The band overlap is the energy of the highest level in the top filled band minus that of the lowest level in the next band up. A positive value means that the two bands share an energy range, so the crystal is a semimetal. Here the filled band is the tenth, found by counting electrons. The levels come from plane-wave PBE calculations without spin–orbit coupling on SnO in the zincblende structure, a hypothetical form, since known SnO is layered.

Plane-wave PBE calculations with Ansatz 0.2.0 on zincblende SnO, using PAW potentials, a 420 eV cutoff, an 8×8×8 k mesh and Fermi–Dirac smearing of 0.02 eV, without spin polarisation or spin–orbit coupling. The cells are the r2SCAN structure under uniform strain.

```
volume (Å³/atom)  shortest distance (Å)  band overlap (eV)
          16.837                  2.220              0.183
          17.030                  2.228              0.183
          17.640                  2.254              0.185
          19.863                  2.345              0.191
          20.163                  2.357              0.192
          20.556                  2.372              0.191
          20.986                  2.389              0.191
```

The volume grows by 25 % from the first cell to the last, and the overlap hardly notices. It starts at 0.183 eV, ends at 0.191 eV, and stays within 0.01 eV throughout. The last three cells differ by about 0.001 eV, which is too little to interpret on a mesh that samples the small pockets of electrons and holes coarsely. What needs explaining is the near-constancy.

The tempting explanation is that the bands are stiff: stretch the crystal, and the levels barely move relative to one another. The same calculations refute it. At Γ, the centre of the Brillouin zone, the gap between the filled and empty bands shrinks from 9.5 to 7.9 eV between the cells at 17.03 and 20.556 Å³/atom. That change is about 200 times the change in overlap between the same two cells.

The edges that define the overlap move as well. The valence top lies at the zone-boundary point W, and the conduction bottom at another such point, X. Measured from the valence level at Γ, the W edge sinks from 4.9 to 3.5 eV between those two cells, and the X edge from 4.8 to 3.3 eV. Both travel about 1.5 eV, but they travel together.

A second explanation takes the motion seriously. Longer bonds mean weaker coupling between neighbouring orbitals, hence narrower bands, and narrower bands ought to overlap less. A common rule makes the coupling fall as 1/d², where d is the shortest distance. In its mildest form, with the overlap simply proportional to the coupling and anchored at the first cell, it predicts 0.158 eV for the largest cell, against the computed 0.191 eV. The narrowing is real, as the sinking edges show, but the overlap does not follow it.

The third explanation starts from what "tenth band" means. Bands are numbered by energy at each k point, so when two branches cross, they exchange numbers. Suppose that one branch runs from X to W and that a second, steeper branch cuts through it on the way. At X the first branch is the upper of the two and counts as the conduction band; beyond the crossing it is the lower and counts as the valence band. The conduction bottom and the valence top are then two ends of the same branch.

This picture makes the cancellation natural. Write the energy of the shared branch as a common part E₀, which depends on the volume V, plus a part w that varies along the path:

E(k, V) = E₀(V) + w(k, V)

overlap = E(W, V) − E(X, V) = w(W, V) − w(X, V)

Whatever shifts the whole branch drops out, however large it is. Only the slight tilt of the branch between X and W remains.

The crossing can be tested, because its position should move when the two branches respond differently to volume. In the four largest cells the smallest direct gap among the sampled k points, the vertical distance between bands ten and eleven, sits at the same point, two fifths of the way from X to W. It falls from 0.090 to 0.028 eV, then rises to 0.050 and 0.131 eV. If the crossing sweeps past this point, the order of the branches reverses there. The last two gaps should then carry a minus sign, and the signed gap should run smoothly through zero.

A straight line through the signed gaps of the outer two cells, 19.863 and 20.986 Å³/atom, gives a prediction for the cell at 20.163, which was not used to draw it:

fraction of the way = (20.163 − 19.863) / (20.986 − 19.863) = 0.267

signed gap = 0.090 − 0.267 × (0.090 + 0.131) = 0.031 eV

The computed value is 0.028 eV, and the other inner cell also fits to within 0.004 eV. The same line drawn through the unsigned gaps misses both inner cells by more than 0.06 eV. The printed analysis below gives these comparisons, along with the test of the 1/d² rule.

The smaller cells fit the same story. Halfway from X to W, the direct gap narrows on expansion, from 0.58 eV at 17.03 Å³/atom to 0.40 eV at 17.64. At W it widens, by at least 0.026 eV between the first two cells, because the smallest sampled gap in the second cell already exceeds the W gap in the first by that much. Opposite responses are what two branches give when their order at W is the reverse of that at the halfway point. Read together with the larger cells, this places the crossing nearer to W in compressed cells and nearer to X in expanded ones.

The numbers therefore reject the stiff bands and the shrinking overlap, and they support a reversal of band order on the line from X to W. That a single crossing joins the two edges is the simplest reading, not a proven one: it would take a closely spaced path with the orbital character of each band to settle it. A very narrow avoided crossing would look much the same, and the argument would survive it, since the branches exchange character there. The picture removes the large common shift, but it does not by itself keep the tilt small. A simple model suggests why the tilt might be small: with s and p orbitals and coupling between nearest neighbours only, every band of a zincblende crystal is flat from X to W, whatever the bond length. The steeper second branch shows that this model leaves out something that matters here, perhaps coupling between more distant atoms or the part played by d orbitals, so the value of 0.19 eV and its slight growth remain unexplained.

For practical work, the first lesson is that uniform strain is a poor handle on this overlap. Near these volumes, a 1 % increase in volume lowers the Γ gap by roughly 0.09 eV but changes the overlap by less than 0.001 eV. By the same token, a modest error in the lattice constant hardly affects the overlap. Much larger volumes are another matter: the crossing moves towards X on expansion, and if it got there, the two edges would no longer share a branch.

The level of theory is the larger concern. PBE usually places empty bands too low relative to filled ones, and a hybrid functional or a GW calculation might change the band order. The small size of the overlap does not show how easily that would happen. If its two edges are ends of one branch, shifting the other branch leaves the overlap in place until the crossing has moved off the line, so the thing to compare is the order of the bands at X and at W. Spin–orbit coupling could also split the bands where they cross. Effort is better spent on those checks than on a finer series of volumes.

For a related crystal, follow the branches before predicting how a gap or overlap responds to pressure. If the two edges are ends of one branch, their common shift cancels and only a change of tilt remains, which is small as long as the branch stays nearly flat between them. If they belong to different branches, that protection is gone, and the response can be as large as that of the Γ gap here.

Numerical output:

```
Volume increase over the whole series, percent: 24.64
Overlap change, first to last cell, percent: 4.372
Gap at Gamma in cells 17.03 and 20.556, eV: 9.517, 7.854
W valence top above Gamma valence level, same two cells, eV: 4.947, 3.467
X conduction bottom above Gamma valence level, same two cells, eV: 4.764, 3.276
Change per unit ln V of Gamma gap, W top above Gamma, overlap, eV: -8.836, -7.864, 0.04251
Overlap if it scaled as 1/d2 from the first cell, eV:
     row  predicted  computed       miss
  16.837      0.183     0.183          0
   17.03     0.1817     0.183  -0.001312
   17.64     0.1775     0.185  -0.007479
  19.863      0.164     0.191   -0.02699
  20.163     0.1623     0.192   -0.02966
  20.556     0.1603     0.191    -0.0307
  20.986      0.158     0.191   -0.03298
Change predicted by 1/d2 over the series, percent: -13.65
Miss of the signed line in cells 20.163 and 20.556, eV: 0.002189, 0.003621
Miss of the unsigned line in the same cells, eV: 0.0723, 0.06504
Volume where the signed gap vanishes at this point, cubic angstrom per atom: 20.32
Halfway X-W direct gap in cells 17.03 and 17.64, eV: 0.5784, 0.3969
Least possible growth of the W direct gap from 16.837 to 17.03, eV: 0.02647
```
